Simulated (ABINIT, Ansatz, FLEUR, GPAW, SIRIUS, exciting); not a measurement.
# Ta: 6 runs at one level of theory

```xyz
1
Lattice="-1.6207 1.6546 1.6292 1.6978 -1.6262 1.6778 1.6224 1.6279 -1.6008" Properties=species:S:1:pos:R:3 pbc="T T T"
Ta   -0.0498    0.0348   -0.0299
```

The given cell was strained at random by a few per cent at fixed volume.

Alike in all runs: task single point; functional PBEsol; k mesh 11 × 11 × 11; occupations fermi-dirac, width 0.05 eV; no spin polarisation; no spin-orbit coupling. Pressure is positive in compression and, in plane waves, holds the error of the finite cutoff.

```tsv
program and potentials	plane-wave cutoff (eV)	notes	pressure (GPa)	energy over the undisturbed cell (meV/atom)
ABINIT, PseudoDojo NC SR PBEsol v0.4.1 standard	789	-	-3.83	14.28
GPAW, PAW data sets generated for this functional	600	-	-3.63	14.62
Ansatz, all-electron LAPW, scalar-relativistic	-	-	-4.00	-
FLEUR, all-electron, FLAPW	-	-	-	?
exciting, all-electron LAPW+lo, shipped species files, valence relativity iora*	-	-	-	14.37
SIRIUS, PseudoDojo 0.4.1 PBEsol standard (scalar relativistic)	807	-	-3.83	14.28
```

Task: Estimate from the other rows what the run with FLEUR, all-electron, FLAPW gave.

Result: Energy over the undisturbed cell 14.47 meV/atom. The other rows, which needn't bracket it: pressure -4.00 to -3.63; energy over the undisturbed cell 14.28 to 14.62.
